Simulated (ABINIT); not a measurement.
# HfC (Fm-3m) in ABINIT: settings compared

One crystal, HfC, is run at these levels: PBE, PBEsol, LDA; tasks: optical spectrum, positron lifetime, phonons.

All numbers are computed with ABINIT 10.8.3 (patched build); they aren't measurements. Logs are shortened: lines on timing, memory, paths and dates and some standing lists are left out, and cuts for length are marked. The log counts tension as positive stress, the text compression.

## (1) The crystal as given

The structure is cubic, space group Fm-3m (No. 225). Conventional cell: a = 4.650 Å, b = 4.650 Å, c = 4.650 Å, α = 90.00°, β = 90.00°, γ = 90.00°. Hf (site symmetry m-3m) has 6 C at 2.33 Å as nearest neighbours. Around C (site symmetry m-3m) lie 6 Hf at 2.33 Å.

## (2) Optical spectrum, PBE, spin-orbit coupling, no magnetisation

Input file run.abi:

```
# Datasets
ndtset 3

# Pseudopotentials
pp_dirpath "./"
pseudos "Hf.upf, C.upf"

# Structure
acell 3*1.0 Angstrom
rprim
     0.0000000000     2.3250000000     2.3250000000
     2.3250000000     0.0000000000     2.3250000000
     2.3250000000     2.3250000000     0.0000000000
ntypat 2
znucl 72 6
natom 2
typat 1 2
xred
            1/2            1/2            1/2
            0.0            0.0            0.0

# Plane-wave basis
ecut 37.0

# k points
ngkpt 6 6 6
nshiftk 4
shiftk
     0.5000000000     0.5000000000     0.5000000000
     0.5000000000     0.0000000000     0.0000000000
     0.0000000000     0.5000000000     0.0000000000
     0.0000000000     0.0000000000     0.5000000000
istwfk *1

# Exchange and correlation
ixc 11

# Bands and occupations
occopt 3
tsmear 0.00183747

# Spin
nspinor 2
nspden 1
so_psp 2*1

# SCF cycle
nstep 80

# Output
iomode 3
prteig 0
prtebands 0

# Dataset 1: ground state
nband1 24
tolvrs1 1.0e-12
prtden1 1
prtwf1 0
kptopt1 1

# Dataset 2: empty bands at fixed density
iscf2 -3
getden2 1
nband2 36
nbdbuf2 4
tolwfr2 1.0e-12
nstep2 120
prtden2 0
kptopt2 1

# Dataset 3: wave functions and velocity matrix elements in the full zone
optdriver3 8
wfk_task3 "wfk_optics_fullbz"
getwfk3 2
nband3 32
kptopt3 1
prtevk3 1
inclvkb3 2
```

Input file optic.abi:

```
&FILES
 ddkfile_1 = 'runo_DS3_1_EVK.nc',
 ddkfile_2 = 'runo_DS3_2_EVK.nc',
 ddkfile_3 = 'runo_DS3_3_EVK.nc',
 wfkfile = 'runo_DS3_WFK.nc'
/
&PARAMETERS
 broadening = 0.003675,
 domega = 0.002,
 maxomega = 0.8,
 scissor = 0.000000,
 tolerance = 0.002
/
&COMPUTATIONS
 num_lin_comp = 1,
 lin_comp = 11,
 num_nonlin_comp = 0
/
```

Potentials or basis: PseudoDojo NC FR PBE v0.4 standard.

Started as:

```
abinit run.abi > log 2>&1
optic optic.abi > optic.log 2>&1
```

run.abo:

```text
.Version 10.8.3 of ABINIT
 DATASET    1 : space group Fm -3 m (#225); Bravais cF (face-center cubic)
================================================================================
 Values of the parameters that define the memory need for DATASET  1.
     intxc =       0    ionmov =       0      iscf =       7    lmnmax =      26
     lnmax =      26     mgfft =      36  mpssoang =       7    mqgrid =    3001
     natom =       2  nloc_mem =       1    nspden =       1   nspinor =       2
    nsppol =       1      nsym =      48    n1xccc =    2501    ntypat =       2
    occopt =       3   xclevel =       2
       mpw =        1847          nfft =       46656          nkpt =          28
================================================================================
================================================================================
[... 13 lines left out ...]
 DATASET    3 : space group Fm -3 m (#225); Bravais cF (face-center cubic)
================================================================================
 Values of the parameters that define the memory need for DATASET  3.
     intxc =       0    ionmov =       0      iscf =       7    lmnmax =      26
     lnmax =      26     mgfft =      36  mpssoang =       7    mqgrid =    3001
     natom =       2  nloc_mem =       1    nspden =       1   nspinor =       2
    nsppol =       1      nsym =      48    n1xccc =    2501    ntypat =       2
    occopt =       3   xclevel =       2
       mpw =        1847          nfft =       46656          nkpt =          28
================================================================================
================================================================================

--------------------------------------------------------------------------------
------------- Echo of variables that govern the present computation ------------
--------------------------------------------------------------------------------
 -outvars: echo values of preprocessed input variables --------
            acell      1.8897261259E+00  1.8897261259E+00  1.8897261259E+00 Bohr
              amu      1.78490000E+02  1.20110000E+01
             ecut      3.70000000E+01 Hartree
           getden1          0
           getden2          1
           getden3          0
           getwfk1          0
           getwfk2          0
           getwfk3          2
             iscf1          7
             iscf2         -3
             iscf3          7
              ixc          11
           jdtset        1    2    3
         kptrlatt        6   -6    6     -6    6    6     -6   -6    6
          kptrlen      5.27233589E+01
            natom           2
            nband1         24
            nband2         36
            nband3         32
           nbdbuf1          0
           nbdbuf2          4
           nbdbuf3          0
           ndtset           3
            ngfft          36      36      36
             nkpt          28
          nspinor           2
            nstep1         80
            nstep2        120
            nstep3         80
             nsym          48
           ntypat           2
           occopt           3
        optdriver1          0
        optdriver2          0
        optdriver3          8
           prtden1          1
           prtden2          0
           prtden3          1
        prtebands           0
           prteig           0
           prtevk1          0
           prtevk2          0
           prtevk3          1
            prtwf1          0
            prtwf2          1
            prtwf3          1
            rprim      0.0000000000E+00  2.3250000000E+00  2.3250000000E+00
                       2.3250000000E+00  0.0000000000E+00  2.3250000000E+00
                       2.3250000000E+00  2.3250000000E+00  0.0000000000E+00
           shiftk      5.00000000E-01  5.00000000E-01  5.00000000E-01
          spgroup         225
           tolvrs1     1.00000000E-12
           tolvrs2     0.00000000E+00
           tolvrs3     0.00000000E+00
           tolwfr1     0.00000000E+00
           tolwfr2     1.00000000E-12
           tolwfr3     0.00000000E+00
           tsmear      1.83747000E-03 Hartree
            typat      1  2
         wfk_task1          0
         wfk_task2          0
         wfk_task3          7
           xangst      2.3250000000E+00  2.3250000000E+00  2.3250000000E+00
                       0.0000000000E+00  0.0000000000E+00  0.0000000000E+00
            xcart      4.3936132427E+00  4.3936132427E+00  4.3936132427E+00
                       0.0000000000E+00  0.0000000000E+00  0.0000000000E+00
             xred      5.0000000000E-01  5.0000000000E-01  5.0000000000E-01
                       0.0000000000E+00  0.0000000000E+00  0.0000000000E+00
            znucl       72.00000    6.00000

================================================================================

 chkinp: Checking input parameters for consistency, jdtset=   1.

 chkinp: Checking input parameters for consistency, jdtset=   2.
[... 6 lines left out ...]
--- !DatasetInfo
[... 194 lines left out ...]

================================================================================

--- !BeginCycle
iteration_state: {dtset: 2, }
solver: {iscf: -3, nstep: 120, nline: 4, wfoptalg: 0, }
tolerances: {tolwfr: 1.00E-12, }
...

     iter   Etot(hartree)      deltaE(h)  residm     vres2
 Non-SCF case, kpt    1 ( -0.08333 -0.16667  0.00000), residuals and eigenvalues=
  4.56E-13  9.73E-13  2.27E-13  6.58E-13  1.84E-13  1.97E-13  4.71E-13  9.31E-13
  1.30E-13  5.61E-13  3.10E-13  8.13E-13  8.29E-14  1.91E-13  5.48E-14  4.58E-13
  6.19E-14  2.67E-13  9.46E-14  4.39E-13  9.76E-14  5.70E-13  1.47E-13  1.95E-13
  2.42E-13  3.81E-13  5.37E-13  9.89E-13  1.52E-13  7.16E-13  7.31E-13  6.24E-13
  4.08E-12  5.49E-12  6.99E-08  8.35E-08
 -1.8260E+00 -1.8260E+00 -8.7933E-01 -8.7933E-01 -5.9562E-01 -5.9562E-01
 -5.9196E-01 -5.9196E-01 -1.8000E-02 -1.8000E-02  3.5134E-01  3.5134E-01
  3.9004E-01  3.9004E-01  3.9998E-01  3.9998E-01  4.5841E-01  4.5841E-01
  5.1610E-01  5.1610E-01  5.2534E-01  5.2534E-01  5.7872E-01  5.7872E-01
  6.2807E-01  6.2807E-01  7.1972E-01  7.1972E-01  8.7576E-01  8.7576E-01
  1.1244E+00  1.1244E+00  1.1702E+00  1.1702E+00  1.2406E+00  1.2406E+00
 prteigrs : prtvol=0 or 1, do not print more k-points.

--- !ResultsGS
iteration_state: {dtset: 2, }
comment   : Summary of ground state results
lattice_vectors:
- [  0.0000000,   4.3936132,   4.3936132, ]
- [  4.3936132,   0.0000000,   4.3936132, ]
- [  4.3936132,   4.3936132,   0.0000000, ]
lattice_lengths: [   6.21351,    6.21351,    6.21351, ]
lattice_angles: [ 60.000,  60.000,  60.000, ] # degrees, (23, 13, 12)
lattice_volume:   1.6962719E+02
convergence: {deltae:  0.000E+00, res2:  0.000E+00, residm:  9.986E-13, diffor:  0.000E+00, }
etotal    :  -6.26269962E+01
entropy   :   0.00000000E+00
fermie    :   4.14992816E-01
cartesian_stress_tensor: null
pressure_GPa: null
xred      :
- [  5.0000E-01,   5.0000E-01,   5.0000E-01, Hf]
- [  0.0000E+00,   0.0000E+00,   0.0000E+00,  C]
cartesian_forces: null
force_length_stats: {min: null, max: null, mean: null, }
...

 Integrated electronic density in atomic spheres:
 ------------------------------------------------
 Atom  Sphere_radius  Integrated_density
    1        2.00000          8.41974512
    2        2.00000          3.88652241
================================================================================

 ----iterations are completed or convergence reached----

 Mean square residual over all n,k,spin=   43.860E-14; max=  99.865E-14
 reduced coordinates (array xred) for    2 atoms
       0.500000000000      0.500000000000      0.500000000000
       0.000000000000      0.000000000000      0.000000000000

 cartesian coordinates (angstrom) at end:
    1      2.32500000000000     2.32500000000000     2.32500000000000
    2      0.00000000000000     0.00000000000000     0.00000000000000
 length scales=  1.889726125908  1.889726125908  1.889726125908 bohr
              =  1.000000000000  1.000000000000  1.000000000000 angstroms
 Eigenvalues (hartree) for nkpt=  28  k points:
 kpt#   1, nband= 36, wtk=  0.02778, kpt= -0.0833 -0.1667  0.0000 (reduced coord)
  -1.82600   -1.82600   -0.87933   -0.87933   -0.59562   -0.59562   -0.59196   -0.59196
  -0.01800   -0.01800    0.35134    0.35134    0.39004    0.39004    0.39998    0.39998
   0.45841    0.45841    0.51610    0.51610    0.52534    0.52534    0.57872    0.57872
   0.62807    0.62807    0.71972    0.71972    0.87576    0.87576    1.12438    1.12438
   1.17016    1.17016    1.24061    1.24061
      occupation numbers for kpt#   1
   1.00000    1.00000    1.00000    1.00000    1.00000    1.00000    1.00000    1.00000
   1.00000    1.00000    1.00000    1.00000    1.00000    1.00000    0.99972    0.99972
   0.00000    0.00000    0.00000    0.00000    0.00000    0.00000    0.00000    0.00000
   0.00000    0.00000    0.00000    0.00000    0.00000    0.00000    0.00000    0.00000
   0.00000    0.00000    0.00000    0.00000
 prteigrs : prtvol=0 or 1, do not print more k-points.

--- !EnergyTerms
iteration_state     : {dtset: 2, }
comment             : Components of total free energy in Hartree
kinetic             :  1.85916803125908E+01
hartree             :  6.59327050866001E+00
xc                  : -1.64774223064351E+01
Ewald energy        : -4.76937911062967E+01
psp_core            :  2.47247375291760E+00
local_psp           : -2.85745029778814E+01
non_local_psp       :  2.46146050243222E+00
internal            : -6.26268313140126E+01
'-kT*entropy'       : -1.64864437055580E-04
total_energy        : -6.26269961784497E+01
...

--- !EnergyTermsDC
iteration_state     : {dtset: 2, }
comment             : '"Double-counting" decomposition of free energy'
band_energy         : -5.86461341255403E+00
Ewald energy        : -4.76937911062967E+01
psp_core            :  2.47247375291760E+00
xc_dc               : -1.15409005407927E+01
internal            : -6.26268313067258E+01
'-kT*entropy'       : -1.64864437055580E-04
total_energy_dc     : -6.26269961711629E+01
...

================================================================================
== DATASET  3 ==================================================================

--- !DatasetInfo
iteration_state: {dtset: 3, }
dimensions: {natom: 2, nkpt: 28, mband: 32, nsppol: 1, nspinor: 2, nspden: 1, mpw: 1847, }
cutoff_energies: {ecut:  37.0, pawecutdg:  -1.0, }
electrons: {nelect:   1.60000000E+01, charge:   0.00000000E+00, occopt:   3.00000000E+00, tsmear:   1.83747000E-03, }
meta: {optdriver: 8, wfk_task: 7, }
...

 mkfilename : getwfk/=0, take file _WFK from output of DATASET   2.

 Exchange-correlation functional for the present dataset will be:
  GGA: Perdew-Burke-Ernzerhof functional - ixc=11
  J.P.Perdew, K.Burke, M.Ernzerhof, PRL 77, 3865 (1996)

--------------------------------------------------------------------------------

 Computation of velocity matrix elements (DDK)

 Parameters extracted from the Abinit header:
    ecut:     37.0
    nkpt:    864
    mband:   36
    nsppol:  1
    nspinor: 2
    useylm:  0
    inclvkb: 2
    bmin: 1, bmax: 36
    Computing diagonal and off-diagonal matrix elements
    Between band index bmin: 1, bmax: 36

== END DATASET(S) ==============================================================
================================================================================

 -outvars: echo values of variables after computation  --------
            acell      1.8897261259E+00  1.8897261259E+00  1.8897261259E+00 Bohr
           etotal1    -6.2626996171E+01
           etotal2    -6.2626996171E+01
           etotal3     0.0000000000E+00
            fcart1    -0.0000000000E+00 -0.0000000000E+00 -0.0000000000E+00
                      -0.0000000000E+00 -0.0000000000E+00 -0.0000000000E+00
            fcart3     0.0000000000E+00  0.0000000000E+00  0.0000000000E+00
                       0.0000000000E+00  0.0000000000E+00  0.0000000000E+00
            rprim      0.0000000000E+00  2.3250000000E+00  2.3250000000E+00
                       2.3250000000E+00  0.0000000000E+00  2.3250000000E+00
                       2.3250000000E+00  2.3250000000E+00  0.0000000000E+00
           strten1    -2.4508462861E-07 -2.4508462861E-07 -2.4508462861E-07
                       0.0000000000E+00  0.0000000000E+00  0.0000000000E+00
           strten3     0.0000000000E+00  0.0000000000E+00  0.0000000000E+00
                       0.0000000000E+00  0.0000000000E+00  0.0000000000E+00
           xangst      2.3250000000E+00  2.3250000000E+00  2.3250000000E+00
                       0.0000000000E+00  0.0000000000E+00  0.0000000000E+00
             xred      5.0000000000E-01  5.0000000000E-01  5.0000000000E-01
                       0.0000000000E+00  0.0000000000E+00  0.0000000000E+00
 Calculation completed.
```

Run time: 15 min. Hardware: 1 thread of Arm Neoverse V1, shared host; peak memory 1.9 GiB.

What came out:

```yaml
Free_energy: -1704.1674 eV
Pressure: 0.0 GPa
```

Dielectric function (mean over the directions given):
| energy (eV) | real part | imaginary part |
| --- | --- | --- |
| 0.33 | 92.73 | 44.41 |
| 0.76 | -11.57 | 68.30 |
| 1.31 | -7.00 | 33.18 |
| 1.74 | -6.95 | 13.50 |
| 2.29 | 2.44 | 3.92 |
| 2.83 | 3.75 | 14.23 |
| 3.27 | 4.91 | 13.63 |
| 3.81 | -1.10 | 8.03 |
| 4.25 | 2.96 | 4.73 |
| 4.79 | 4.91 | 6.96 |
| 5.33 | 2.46 | 8.82 |
| 5.77 | 0.83 | 7.00 |
| 6.31 | -1.40 | 7.90 |
| 6.75 | 0.64 | 6.51 |
| 7.29 | 3.49 | 8.15 |
| 7.84 | -0.76 | 6.26 |
| 8.27 | 0.03 | 6.23 |
| 8.82 | 0.61 | 5.91 |
| 9.36 | -0.28 | 6.67 |
| 9.80 | -1.22 | 4.86 |
| 10.34 | -3.24 | 5.26 |
| 10.78 | -1.42 | 7.29 |
| 11.32 | -2.79 | 5.01 |
| 11.86 | -2.12 | 5.27 |
| 12.30 | -3.94 | 2.76 |
| 12.84 | -2.49 | 1.36 |
| 13.28 | -1.49 | 1.50 |
| 13.82 | -1.22 | 1.42 |
| 14.37 | -1.02 | 1.74 |
| 14.80 | -0.90 | 1.70 |
| 15.35 | -0.61 | 1.19 |
| 15.89 | -0.45 | 1.31 |
| 16.33 | -0.70 | 1.20 |
| 16.87 | -0.15 | 1.21 |
| 17.31 | -0.63 | 1.42 |
| 17.85 | -0.59 | 0.98 |
| 18.39 | -0.49 | 0.70 |
| 18.83 | -0.27 | 0.74 |
| 19.38 | -0.37 | 0.53 |
| 19.92 | -0.09 | 0.40 |

Caveat: the intraband (Drude) term is left out; spectra need much finer meshes, so this one isn't converged; independent-particle spectra lack excitons.

(Continued in part 2 of 3.)
